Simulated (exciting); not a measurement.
# Pb (Fd-3m) in exciting: a series of runs

One crystal, Pb, is run at these levels: PBE, PBEsol; tasks: single point.

All numbers are computed with exciting (release sodium); they aren't measurements. Logs are shortened: lines on timing, memory, paths and dates and some standing lists are left out, and cuts for length are marked.

## 1. Starting point

It takes space group Fd-3m (No. 227, cubic). The conventional cell has a = 6.878 Å, b = 6.878 Å, c = 6.878 Å, α = 90.00°, β = 90.00°, γ = 90.00°. Around Pb (site symmetry -43m) lie 4 Pb at 2.98 Å.

This isn't the form of Pb at room conditions, which is fcc.

## 2. Single point, PBE

input.xml reads:

```xml
<input>
  <title>Pb</title>
  <structure speciespath="./" tshift="false">
    <crystal scale="1">
      <basevect>0.000000000000 6.498768247468 6.498768247468</basevect>
      <basevect>6.498768247468 0.000000000000 6.498768247468</basevect>
      <basevect>6.498768247468 6.498768247468 0.000000000000</basevect>
    </crystal>
    <species speciesfile="Pb.xml" rmt="2.3">
      <atom coord="0.250000000000 0.250000000000 0.250000000000"/>
      <atom coord="0.000000000000 0.000000000000 0.000000000000"/>
    </species>
  </structure>
  <groundstate do="fromscratch" ngridk="7 7 7" rgkmax="9" gmaxvr="14" lmaxapw="10" lmaxmat="10" lmaxvr="8" xctype="GGA_PBE" stype="Gaussian" swidth="0.00183747" nempty="10" ValenceRelativity="iora*" epsengy="1e-05" epspot="1e-05" maxscl="60" tforce="true" outputlevel="low"/>
</input>
```

Potentials or basis: all-electron LAPW+lo, shipped species files, valence relativity iora*.

Launch:

```sh
> OMP_NUM_THREADS=1 exciting_smp
```

INFO.OUT:

```text
================================================================================
EXCITING SODIUM started
[... 10 lines left out ...]

 Lattice vectors (cartesian) :
      0.0000000000      6.4987682475      6.4987682475
      6.4987682475      0.0000000000      6.4987682475
      6.4987682475      6.4987682475      0.0000000000

 Reciprocal lattice vectors (cartesian) :
     -0.4834135538      0.4834135538      0.4834135538
      0.4834135538     -0.4834135538      0.4834135538
      0.4834135538      0.4834135538     -0.4834135538

 Unit cell volume                           :     548.9378099008
 Brillouin zone volume                      :       0.4518730701

 Species :    1 (Pb)
     parameters loaded from                 :    Pb.xml
     name                                   :    lead

     atomic positions (lattice) :
       1 :   0.25000000  0.25000000  0.25000000
       2 :   0.00000000  0.00000000  0.00000000

 Total number of atoms per unit cell        :       2

 Spin treatment                             :    spin-unpolarised

 Number of Bravais lattice symmetries       :      48
 Number of crystal symmetries               :      24

 k-point grid                               :       7    7    7
 Total number of k-points                   :      30
 k-point set is reduced with crystal symmetries

 R^MT_min * |G+k|_max (rgkmax)              :       9.00000000

 G-vector grid sizes                        :      45    45    45
 Total number of G-vectors                  :   25509

 Total nuclear charge                       :    -164.00000000
 Total electronic charge                    :     164.00000000

 Number of empty states                     :      10
 Total number of valence states             :      25

 Exchange-correlation type                  :      20
     Perdew-Burke-Ernzerhof, Phys. Rev. Lett. 77, 3865 (1996)
     Generalised gradient approximation (GGA)

 Smearing scheme                            :    Gaussian
 Smearing width                             :       0.00183747

++++++++++++++++++++++++++++++++++++++++++++++++++++++++++++++++++++++++++++++++
+ Ending initialization                                                        +
++++++++++++++++++++++++++++++++++++++++++++++++++++++++++++++++++++++++++++++++

********************************************************************************
* Groundstate module started                                                   *
********************************************************************************
 Output level for this task is set to low

++++++++++++++++++++++++++++++++++++++++++++++++++++++++++++++++++++++++++++++++
[... 5 lines left out ...]
+ SCF iteration number :    1                                                  +
++++++++++++++++++++++++++++++++++++++++++++++++++++++++++++++++++++++++++++++++
 Total energy                               :    -41851.87450403
 _______________________________________________________________
 Fermi energy                               :         0.17343989
 DOS at Fermi energy (states/Ha/cell)       :        29.36519089
 Electron charge: Core leakage              :         0.02514374

++++++++++++++++++++++++++++++++++++++++++++++++++++++++++++++++++++++++++++++++
+ SCF iteration number :    2                                                  +
++++++++++++++++++++++++++++++++++++++++++++++++++++++++++++++++++++++++++++++++
 Total energy                               :    -41854.81106437
 _______________________________________________________________
 Fermi energy                               :         0.17026773
 DOS at Fermi energy (states/Ha/cell)       :        29.09274819
 Electron charge: Core leakage              :         0.02494858

 RMS change in effective potential (target) :  0.560098E-01  ( 0.100000E-04)
 Absolute change in total energy   (target) :   2.93656      ( 0.100000E-04)
 Charge distance                   (target) :  0.326150E-03  ( 0.100000E-04)
 Abs. change in max-nonIBS-force   (target) :   0.00000      ( 0.500000E-04)

++++++++++++++++++++++++++++++++++++++++++++++++++++++++++++++++++++++++++++++++
+ SCF iteration number :    3                                                  +
++++++++++++++++++++++++++++++++++++++++++++++++++++++++++++++++++++++++++++++++
 Total energy                               :    -41856.20315443
 _______________________________________________________________
 Fermi energy                               :         0.16783568
 DOS at Fermi energy (states/Ha/cell)       :        28.90591953
 Electron charge: Core leakage              :         0.02483014

 RMS change in effective potential (target) :  0.420699E-01  ( 0.100000E-04)
 Absolute change in total energy   (target) :   1.39209      ( 0.100000E-04)
 Charge distance                   (target) :  0.188454E-03  ( 0.100000E-04)
 Abs. change in max-nonIBS-force   (target) :   0.00000      ( 0.500000E-04)

++++++++++++++++++++++++++++++++++++++++++++++++++++++++++++++++++++++++++++++++
+ SCF iteration number :    4                                                  +
++++++++++++++++++++++++++++++++++++++++++++++++++++++++++++++++++++++++++++++++
 Total energy                               :    -41854.89938946
 _______________________________________________________________
 Fermi energy                               :         0.16225143
 DOS at Fermi energy (states/Ha/cell)       :        28.34356868
 Electron charge: Core leakage              :         0.02476382
[... 85 lines left out ...]
 RMS change in effective potential (target) :  0.513044E-07  ( 0.100000E-04)
 Absolute change in total energy   (target) :  0.616854E-04  ( 0.100000E-04)
 Charge distance                   (target) :  0.138911E-07  ( 0.100000E-04)
 Abs. change in max-nonIBS-force   (target) :   0.00000      ( 0.500000E-04)

++++++++++++++++++++++++++++++++++++++++++++++++++++++++++++++++++++++++++++++++
+ SCF iteration number :   11                                                  +
++++++++++++++++++++++++++++++++++++++++++++++++++++++++++++++++++++++++++++++++
 Total energy                               :    -41857.30389964
 _______________________________________________________________
 Fermi energy                               :         0.16161410
 DOS at Fermi energy (states/Ha/cell)       :        28.21966888
 Electron charge: Core leakage              :         0.02464639

 RMS change in effective potential (target) :  0.167001E-07  ( 0.100000E-04)
 Absolute change in total energy   (target) :  0.686712E-06  ( 0.100000E-04)
 Charge distance                   (target) :  0.179775E-08  ( 0.100000E-04)
 Abs. change in max-nonIBS-force   (target) :   0.00000      ( 0.500000E-04)

++++++++++++++++++++++++++++++++++++++++++++++++++++++++++++++++++++++++++++++++
+ SCF iteration number :   12                                                  +
++++++++++++++++++++++++++++++++++++++++++++++++++++++++++++++++++++++++++++++++
 Total energy                               :    -41857.30390665
 _______________________________________________________________
 Fermi energy                               :         0.16161410
 DOS at Fermi energy (states/Ha/cell)       :        28.21966410
 Electron charge: Core leakage              :         0.02464639

 RMS change in effective potential (target) :  0.632925E-08  ( 0.100000E-04)
 Absolute change in total energy   (target) :  0.701027E-05  ( 0.100000E-04)
 Charge distance                   (target) :  0.138390E-08  ( 0.100000E-04)
 Abs. change in max-nonIBS-force   (target) :   0.00000      ( 0.500000E-04)

++++++++++++++++++++++++++++++++++++++++++++++++++++++++++++++++++++++++++++++++
| Convergency criteria checked for the last 2 iterations                       +
| Convergence targets achieved. Performing final SCF iteration                 +
++++++++++++++++++++++++++++++++++++++++++++++++++++++++++++++++++++++++++++++++
 Total energy                               :    -41857.30390280
 _______________________________________________________________
 Fermi energy                               :         0.16161410
 DOS at Fermi energy (states/Ha/cell)       :        28.21966582
 Electron charge: Core leakage              :         0.02464639

++++++++++++++++++++++++++++++++++++++++++++++++++++++++++++++++++++++++++++++++
+ Self-consistent loop stopped                                                 +
++++++++++++++++++++++++++++++++++++++++++++++++++++++++++++++++++++++++++++++++
 STATE.OUT is written

--------------------------------------------------------------------------------
- Writing atomic positions and forces                                          -
--------------------------------------------------------------------------------

 Atomic positions (lattice) :
 atom     1  Pb  :     0.25000000    0.25000000    0.25000000
 atom     2  Pb  :     0.00000000    0.00000000    0.00000000

 Total atomic forces including IBS (cartesian) :
 atom     1  Pb  :    -0.00000000   -0.00000000   -0.00000000
 atom     2  Pb  :     0.00000000    0.00000000    0.00000000

 Atomic force components including IBS (cartesian) :
 atom     1  Pb  :    -0.00000000    0.00000000    0.00000000   HF force
                 :    -0.00000000   -0.00000000    0.00000000   core correction
                 :     0.00000000   -0.00000000   -0.00000000   IBS correction
 atom     2  Pb  :     0.00000000   -0.00000000   -0.00000000   HF force
                 :     0.00000000    0.00000000   -0.00000000   core correction
                 :    -0.00000000    0.00000000    0.00000000   IBS correction

********************************************************************************
* Groundstate module stopped                                                   *
********************************************************************************

================================================================================
| EXCITING SODIUM stopped                                                      =
================================================================================
```

It took 3.2 min on 1 thread of Arm Neoverse V1, shared host; peak memory 0.17 GiB.

Results:

```yaml
Free_energy: -1138995.2650 eV
Band_gap_on_the_k_mesh: none (metal or under the smearing width)
```

Levels at points of the mesh, in eV from the Fermi level:
```
           k point  band 12  band 13  band 14  band 15  band 16  band 17
(0.00, 0.00, 0.00)    -3.94     0.39     0.39     0.39     2.41     2.41
```

Caveat: the log's total energy holds no entropy term; the free energy is that total less TS from the occupations.

(Part 1 of 2 ends here.)
